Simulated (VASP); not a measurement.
# ZnSnP2 (I-42d) in VASP: notebook

Runs on ZnSnP2. Level: PBEsol. Tasks: relaxation of cell and atoms.

Program: VASP 6.6.1. These are calculated values, not measurements. Logs are shortened: lines on timing, memory, paths and dates and some standing lists are left out, and cuts for length are marked.

### Step 1. The crystal as given

Symmetry: I-42d, No. 122, tetragonal system. The conventional cell has a = 5.648 Å, b = 5.648 Å, c = 11.324 Å, α = 90.00°, β = 90.00°, γ = 90.00°. Zn (site symmetry -4) is surrounded by 4 P at 2.38 Å. Sn (site symmetry -4) is surrounded by 4 P at 2.52 Å. Around P (site symmetry 2) lie 2 Zn at 2.38 Å and 2 Sn at 2.52 Å.

The cell comes from a database or a generator and needn't be the stable form of this composition.

### Step 2. Relaxation of cell and atoms, PBEsol

The input, INCAR:

```
SYSTEM = ZnSnP2
PREC     = Accurate       ! precision mode
ENCUT    = 600            ! plane-wave cutoff, eV
EDIFF    = 1E-6           ! SCF threshold, eV
ISMEAR   = 0              ! smearing method
SIGMA    = 0.03           ! smearing width, eV
LREAL    = .FALSE.        ! projectors in reciprocal space
LASPH    = .TRUE.         ! aspherical terms in the spheres
NELM     = 80             ! most SCF steps
ALGO     = Normal         ! electronic algorithm
ISIF     = 3              ! what is computed and relaxed
LWAVE    = .FALSE.        ! write WAVECAR
LCHARG   = .FALSE.        ! write CHGCAR
GGA      = PS             ! functional
IBRION   = 2              ! ionic algorithm
NSW      = 90             ! ionic steps
EDIFFG   = -0.01          ! ionic threshold
LUSENCCL = .FALSE.
```

The input, KPOINTS:

```
Automatic mesh
0
G
  8 8 8
  0 0 0
```

The input, POSCAR:

```
ZnSnP2
1.0
   -2.8237507000      2.8237507000      5.6621699000
    2.8237507000     -2.8237507000      5.6621699000
    2.8237507000      2.8237507000     -5.6621699000
Zn Sn P
2 2 4
Direct
    0.7500000000      0.2500000000      0.5000000000
    0.0000000000      0.0000000000      0.0000000000
    0.2500000000      0.7500000000      0.5000000000
    0.5000000000      0.5000000000      0.0000000000
    0.3750000000      0.3536230800      0.4786230800
    0.6463769200      0.1250000000      0.0213769200
    0.1036230800      0.6250000000      0.9786230800
    0.8750000000      0.8963769200      0.5213769200
```

Potentials or basis: VASP PAW PBE potentials, release 64 (Zn, Sn_d, P).

On the command line:

```console
$ cat potpaw_PBE.64/Zn/POTCAR potpaw_PBE.64/Sn_d/POTCAR potpaw_PBE.64/P/POTCAR > POTCAR
$ mpirun -np 1 vasp_std > vasp.out
```

OUTCAR:

```text
SYSTEM = ZnSnP2
   PREC = Accurate
   ENCUT = 600
   EDIFF = 1E-6
   ISMEAR = 0
   LREAL = .FALSE.
   LASPH = .TRUE.
   NELM = 80
   ISIF = 3
   GGA = PS
   IBRION = 2
   NSW = 90
   EDIFFG = -0.01

 ion  position               nearest neighbor table
   1  0.750  0.250  0.500-   7 2.38   6 2.38   5 2.38   8 2.38
   2  0.000  0.000  0.000-   5 2.38   6 2.38   7 2.38   8 2.38
   3  0.250  0.750  0.500-   6 2.52   5 2.52   8 2.52   7 2.52
   4  0.500  0.500  0.000-   8 2.52   6 2.52   7 2.52   5 2.52
   5  0.375  0.354  0.479-   2 2.38   1 2.38   4 2.52   3 2.52
   6  0.646  0.125  0.021-   1 2.38   2 2.38   4 2.52   3 2.52
   7  0.104  0.625  0.979-   1 2.38   2 2.38   3 2.52   4 2.52
   8  0.875  0.896  0.521-   1 2.38   2 2.38   3 2.52   4 2.52

  LATTYP: Found a body centered tetragonal cell.
 ALAT       =     5.6475014000
 C/A-ratio  =     2.0051946866

  Lattice vectors:

 A1 = (  -2.8237507000,   2.8237507000,   5.6621699000)
 A2 = (   2.8237507000,  -2.8237507000,   5.6621699000)
 A3 = (   2.8237507000,   2.8237507000,  -5.6621699000)

Analysis of symmetry for initial positions (statically):
=====================================================================
 Subroutine PRICEL returns:
 Original cell was already a primitive cell.

 Routine SETGRP: Setting up the symmetry group for a
 body centered tetragonal supercell.

 Subroutine GETGRP returns: Found  8 space group operations
 (whereof  4 operations were pure point group operations)
 out of a pool of 16 trial point group operations.

The static configuration has the point symmetry S_4 .
 The point group associated with its full space group is D_2d.

Analysis of symmetry for dynamics (positions and initial velocities):
=====================================================================
 Subroutine PRICEL returns:
 Original cell was already a primitive cell.

 Routine SETGRP: Setting up the symmetry group for a
 body centered tetragonal supercell.

 Subroutine GETGRP returns: Found  8 space group operations
 (whereof  4 operations were pure point group operations)
 out of a pool of 16 trial point group operations.

The dynamic configuration has the point symmetry S_4 .
 The point group associated with its full space group is D_2d.

 Subroutine INISYM returns: Found  8 space group operations
 (whereof  4 operations are pure point group operations),
 and found     1 'primitive' translations

----------------------------------------------------------------------------------------

                                     Primitive cell

  volume of cell :     180.5908

  direct lattice vectors                    reciprocal lattice vectors
    -2.823750700  2.823750700  5.662169900     0.000000000  0.177069456  0.088305369
     2.823750700 -2.823750700  5.662169900     0.177069456  0.000000000  0.088305369
     2.823750700  2.823750700 -5.662169900     0.177069456  0.177069456  0.000000000

  length of vectors
     6.928730332  6.928730332  6.928730332     0.197867204  0.197867204  0.250414026

  position of ions in fractional coordinates (direct lattice)
     0.750000000  0.250000000  0.500000000
     0.000000000  0.000000000  0.000000000
     0.250000000  0.750000000  0.500000000
     0.500000000  0.500000000  0.000000000
     0.375000000  0.353623080  0.478623080
     0.646376920  0.125000000  0.021376920
     0.103623080  0.625000000  0.978623080
     0.875000000  0.896376920  0.521376920

  ion indices of the primitive-cell ions
   primitive index   ion index
                 1           1
                 2           2
                 3           3
                 4           4
                 5           5
                 6           6
                 7           7
                 8           8

----------------------------------------------------------------------------------------

 KPOINTS: Automatic mesh

Automatic generation of k-mesh.
 Grid dimensions read from file:
 generate k-points for:    8    8    8

 Generating k-lattice:

  Cartesian coordinates                     Fractional coordinates (reciprocal lattice)
     0.000000000  0.022133682  0.011038171     0.125000000  0.000000000  0.000000000
     0.022133682  0.000000000  0.011038171     0.000000000  0.125000000  0.000000000
     0.022133682  0.022133682  0.000000000     0.000000000  0.000000000  0.125000000

  Length of vectors
     0.024733400  0.024733400  0.031301753

  Shift w.r.t. Gamma in fractional coordinates (k-lattice)
     0.000000000  0.000000000  0.000000000

 Subroutine IBZKPT returns following result:
 ===========================================

 Found     59 irreducible k-points:

 Following reciprocal coordinates:
            Coordinates               Weight
  0.000000  0.000000  0.000000      1.000000
  0.125000  0.000000  0.000000      8.000000
  0.250000  0.000000  0.000000      8.000000
  0.375000  0.000000  0.000000      8.000000
  0.500000  0.000000  0.000000      4.000000
  0.125000  0.125000  0.000000      8.000000
[... 16 lines left out ...]
  0.250000  0.125000  0.125000     16.000000
  0.375000  0.125000  0.125000      8.000000
 [... further k-points ...]
   k-points           NKPTS =     59   k-points in BZ     NKDIM =     59   number of bands    NBANDS=     43
   number of dos      NEDOS =    301   number of ions     NIONS =      8
   total plane-waves  NPLWV = 175616
   dimension x,y,z NGX =    56 NGY =   56 NGZ =   56
   dimension x,y,z NGXF=   112 NGYF=  112 NGZF=  112
   ions per type =               2   2   4
   NGX,Y,Z   is equivalent  to a cutoff of  13.44, 13.44, 13.44 a.u.
   NGXF,Y,Z  is equivalent  to a cutoff of  26.87, 26.87, 26.87 a.u.
 SYSTEM =  ZnSnP2
   PREC   = accura    normal or accurate (medium, high low for compatibility)
   ISTART =      0    job   : 0-new  1-cont  2-samecut
   ICHARG =      2    charge: 1-file 2-atom 10-const
   ISPIN  =      1    spin polarized calculation?
   LNONCOLLINEAR =      F non collinear calculations
   LSORBIT =      F    spin-orbit coupling
   LASPH  =      T    aspherical Exc in radial PAW
   ENCUT  =  600.0 eV  44.10 Ry    6.64 a.u.  13.84 13.84 13.84*2*pi/ulx,y,z
   NELM   =     80;   NELMIN=  2; NELMDL= -5     # of ELM steps
   EDIFF  = 0.1E-05   stopping-criterion for ELM
   LREAL  =      F    real-space projection
   EDIFFG = -.1E-01   stopping-criterion for IOM
   NSW    =     90    number of steps for IOM
   IBRION =      2    ionic relax: 0-MD 1-quasi-New 2-CG
   NFREE  =      1    steps in history (QN), initial steepest desc. (CG)
   ISIF   =      3    stress and relaxation
   ISYM   =      2    0-nonsym 1-usesym 2-fastsym
   POTIM  = 0.5000    time-step for ionic-motion
   TEBEG  =    0.0;   TEEND  =   0.0 temperature during run
   PSTRESS=    0.0 pullay stress
   NELECT =      72.0000    total number of electrons
   NUPDOWN=      -1.0000    fix difference up-down
   EMIN   =  10.00;   EMAX   =-10.00  energy-range for DOS
   EFERMI =   0.00;   METHOD = LEGACY
   ISMEAR =     0;   SIGMA  =   0.03  broadening in eV -4-tet -1-fermi 0-gaus
   EFERMI_NEDOS =   21; number of points for ismear=-14 and -15
   IALGO  =     38    algorithm
   IMIX   =      4    mixing-type and parameters
     AMIX     =   0.40;   BMIX     =  1.00
     AMIX_MAG =   1.60;   BMIX_MAG =  1.00
  volume/ion in A,a.u.               =      22.57       152.34
  Fermi-wavevector in a.u.,A,eV,Ry     =   1.204908  2.276945 19.752975  1.451803
  Thomas-Fermi vector in A             =   2.340619
   LORBIT       =      0    0 simple, 1 ext, 2 COOP (PROOUT), +10 PAW based schemes
   GGA     = PS    functional components
   LHFCALC =     F    Hartree Fock is set to
   AEXX    =    0.0000 exact exchange contribution
   IVDW    =     0    specifies the selected vdW correction
   LEPSILON=     F    determine dielectric tensor
   LRPA    =     F    only Hartree local field effects (RPA)
 conjugate gradient relaxation of ions
 non-spin polarized calculation
 Gauss-broadening in eV      SIGMA  =   0.03
  energy-cutoff  :      600.00
  volume of cell :      180.59
 maximum number of plane-waves:      6048
   NGX = 27   NGY = 27   NGZ = 27

--------------------------------------- Ionic step        1  -------------------------------------------

 number of electron      72.0000005 magnetization

 Free energy of the ion-electron system (eV)
  ---------------------------------------------------
  ext. energy  EPLUGINS =         0.00000000
  ---------------------------------------------------
  free energy    TOTEN  =       -36.14671117 eV

  energy without entropy =      -36.14671117  energy(sigma->0) =      -36.14671117

------------------------ aborting loop because EDIFF is reached ----------------------------------------

  FORCE on cell =-STRESS in cart. coord.  units (eV):
  Direction    XX          YY          ZZ          XY          YZ          ZX
  --------------------------------------------------------------------------------------
  -------------------------------------------------------------------------------------
  Total       -0.7999864     -0.7999864     -0.8684307      0.0000000      0.0000000      0.0000000
  in kB       -7.0973729     -7.0973729     -7.7046011      0.0000000      0.0000000      0.0000000
  external PRESSURE =      -7.2997823 kB  Pullay stress =       0.0000000 kB
[... 153 lines left out ...]
  energy  without entropy=      -36.1550956409  energy(sigma->0) =      -36.15509564

--------------------------------------- Ionic step        5  -------------------------------------------

 number of electron      72.0000010 magnetization

 Free energy of the ion-electron system (eV)
  ---------------------------------------------------
  ext. energy  EPLUGINS =         0.00000000
  ---------------------------------------------------
  free energy    TOTEN  =       -36.15541286 eV

  energy without entropy =      -36.15541286  energy(sigma->0) =      -36.15541286

 E-fermi :   4.8642     XC(G=0):  -9.7905

 val. band max:        4.7367749514   @ k =   0.0000   0.0000   0.0000
 cond. band min:       5.5500058928   @ k =   0.0000   0.0000   0.0000
 fundamental gap:      0.8132309413
 Fermi energy:         4.8641909558

 k-point     1 :       0.0000    0.0000    0.0000
  band No.  band energies     occupation
      1     -16.7824      2.00000
      2     -16.7824      2.00000
      3     -16.7821      2.00000
      4     -16.7615      2.00000
      5     -16.7504      2.00000
      6     -16.7504      2.00000
[... 1093 lines left out ...]
     42       8.5815      0.00000
     43       8.6629      0.00000

 [... further k-points ...]

------------------------ aborting loop because EDIFF is reached ----------------------------------------

  FORCE on cell =-STRESS in cart. coord.  units (eV):
  Direction    XX          YY          ZZ          XY          YZ          ZX
  --------------------------------------------------------------------------------------
  -------------------------------------------------------------------------------------
  Total       -0.0266209     -0.0266209      0.0500715      0.0000000      0.0000000      0.0000000
  in kB       -0.2390576     -0.2390576      0.4496459      0.0000000      0.0000000      0.0000000
  external PRESSURE =      -0.0094898 kB  Pullay stress =       0.0000000 kB
[... 23 lines left out ...]
  FREE ENERGIE OF THE ION-ELECTRON SYSTEM (eV)
  ---------------------------------------------------
  free  energy   TOTEN  =       -36.1554128585 eV

  energy  without entropy=      -36.1554128585  energy(sigma->0) =      -36.15541286

 reached required accuracy - stopping structural energy minimisation
```

Wall time 23 min (1 × NVIDIA H100 80GB with 1 thread of AMD EPYC 7R13 (Zen 3), shared host); peak memory 1.7 GiB.

Results:

```yaml
Free_energy: -36.1554 eV
Relaxed_volume: 22.30 Å³/atom
Relaxed_cell: a = 6.899 Å, b = 6.899 Å, c = 6.899 Å, α = 131.88°, β = 131.88°, γ = 70.42°
Space_group_after_relaxing_to_0.05_Å: I-42d (No. 122)
Energy_gained_by_relaxing: 1.1 meV/atom
Ionic_steps: 5
Pressure_after_relaxing: 0.0 GPa
Band_gap_on_the_k_mesh: 0.81 eV, direct
```

Step by step:
| step | energy change (eV) | largest force (eV/Å) | pressure (GPa) | volume (Å³) |
| --- | --- | --- | --- | --- |
| 1 | 0.0000 | 0.1228 | -0.73 | 180.59 |
| 2 | -0.0065 | 0.0975 | 0.29 | 177.92 |
| 3 | -0.0067 | 0.1010 | 0.15 | 178.27 |
| 4 | -0.0084 | 0.0403 | 0.05 | 178.36 |
| 5 | -0.0087 | 0.0009 | 0.00 | 178.41 |

Final structure:
```
CELL_PARAMETERS angstrom
-2.81296 2.81296 5.63694
2.81296 -2.81296 5.63694
2.81296 2.81296 -5.63694
ATOMIC_POSITIONS crystal
Zn 0.75000 0.25000 0.50000
Zn 0.00000 0.00000 0.00000
Sn 0.25000 0.75000 0.50000
Sn 0.50000 0.50000 0.00000
P 0.37500 0.35103 0.47603
P 0.64897 0.12500 0.02397
P 0.10103 0.62500 0.97603
P 0.87500 0.89897 0.52397
```

Levels at points of the mesh, in eV from the valence-band top:
| k point | band 34 | band 35 | band 36 | band 37 | band 38 | band 39 |
| --- | --- | --- | --- | --- | --- | --- |
| (0.00, 0.00, 0.00) | 0.00 | 0.00 | 0.00 | 0.81 | 1.24 | 1.49 |
| (0.50, 0.00, 0.00) | -1.97 | -1.52 | -1.02 | 2.48 | 2.58 | 2.69 |
| (0.50, 0.50, 0.00) | -1.12 | -0.84 | -0.84 | 1.05 | 1.05 | 2.79 |
| (0.50, 0.50, 0.50) | -1.75 | -1.44 | -1.44 | 1.25 | 1.25 | 1.27 |

Caveat: the PAW data sets were made with another functional, which shifts forces and pressure a little; spin-orbit coupling is left out, which moves the levels of the heavy elements. A hybrid or GW would open this gap; PBEsol tends to underestimate it.

### Step 3. Relaxation of cell and atoms, PBEsol

This run uses another cell than the first one, of 22.30 Å³/atom, 0.988 times its volume.

INCAR: that of step 2 with these lines changed.

```diff
@@ -3,3 +3,3 @@
 ENCUT    = 600            ! plane-wave cutoff, eV
-EDIFF    = 1E-6           ! SCF threshold, eV
+EDIFF    = 1E-7           ! SCF threshold, eV
 ISMEAR   = 0              ! smearing method
@@ -16,3 +16,3 @@
 NSW      = 90             ! ionic steps
-EDIFFG   = -0.01          ! ionic threshold
+EDIFFG   = -0.005         ! ionic threshold
 LUSENCCL = .FALSE.
```

KPOINTS is that of step 2.

The input, POSCAR:

```
ZnSnP2                                  
1.0
   -2.8129614377      2.8129614377      5.6369377954
    2.8129614377     -2.8129614377      5.6369377954
    2.8129614377      2.8129614377     -5.6369377954
  Zn              Sn              P             
     2     2     4
Direct
     0.7500000000000000    0.2500000000000000    0.5000000000000000
     0.0000000000000000    0.0000000000000000    0.0000000000000000
     0.2500000000000000    0.7500000000000000    0.5000000000000000
     0.5000000000000000    0.5000000000000000    0.0000000000000000
     0.3750000000000000    0.3510317045867137    0.4760317045867137
     0.6489682954132863    0.1250000000000000    0.0239682954132863
     0.1010317045867137    0.6250000000000000    0.9760317045867137
     0.8750000000000000    0.8989682954132863    0.5239682954132863
```

Potentials or basis: VASP PAW PBE potentials, release 64 (Zn, Sn_d, P).

On the command line:

```console
$ cat potpaw_PBE.64/Zn/POTCAR potpaw_PBE.64/Sn_d/POTCAR potpaw_PBE.64/P/POTCAR > POTCAR
$ mpirun -np 1 vasp_std > vasp.out
```

Wall time 13 min (1 × NVIDIA H100 80GB with 1 thread of AMD EPYC 7R13 (Zen 3), shared host); peak memory 1.7 GiB.

The run converged. Its results:

| Item | Value |
| --- | --- |
| Free energy | -36.1551 eV |
| Relaxed volume | 22.31 Å³/atom |
| Relaxed cell | a = 6.901 Å, b = 6.901 Å, c = 6.901 Å, α = 131.89°, β = 131.89°, γ = 70.40° |
| Space group after relaxing (to 0.05 Å) | I-42d (No. 122) |
| Energy gained by relaxing | 0.0 meV/atom |
| Ionic steps | 2 |
| Pressure after relaxing | 0.0 GPa |
| Band gap on the k mesh | 0.81 eV, direct |

Final structure:
```xyz
8
Lattice="-2.8127 2.8127 5.6392 2.8127 -2.8127 5.6392 2.8127 2.8127 -5.6392" Properties=species:S:1:pos:R:3 pbc="T T T"
Zn    0.0000    2.8127    2.8196
Zn   -2.8127    2.8127    5.6392
Sn    2.8127    0.0000    2.8196
Sn    2.8127    2.8127    0.0000
P     1.2715    1.4064    1.4098
P    -1.4064    1.5412    4.2294
P     4.2191    1.2715   -1.4098
P     1.5412    1.4064    7.0490
```

Levels at points of the mesh, in eV from the valence-band top:
| k point | band 32 | band 33 | band 34 | band 35 | band 36 | band 37 | band 38 | band 39 | band 40 | band 41 |
| --- | --- | --- | --- | --- | --- | --- | --- | --- | --- | --- |
| (0.00, 0.00, 0.00) | -2.60 | -2.60 | -0.01 | 0.00 | 0.00 | 0.81 | 1.25 | 1.49 | 3.28 | 3.28 |
| (0.50, 0.00, 0.00) | -2.51 | -2.30 | -1.97 | -1.52 | -1.02 | 2.47 | 2.58 | 2.69 | 3.60 | 3.69 |
| (0.50, 0.50, 0.00) | -1.58 | -1.12 | -1.12 | -0.84 | -0.84 | 1.05 | 1.05 | 2.79 | 2.79 | 4.17 |
| (0.50, 0.50, 0.50) | -2.69 | -1.75 | -1.75 | -1.44 | -1.44 | 1.25 | 1.25 | 1.27 | 1.27 | 2.15 |

Caveat: the PAW data sets were made with another functional, which shifts forces and pressure a little; spin-orbit coupling is left out, which moves the levels of the heavy elements. A k mesh can miss the band edges.
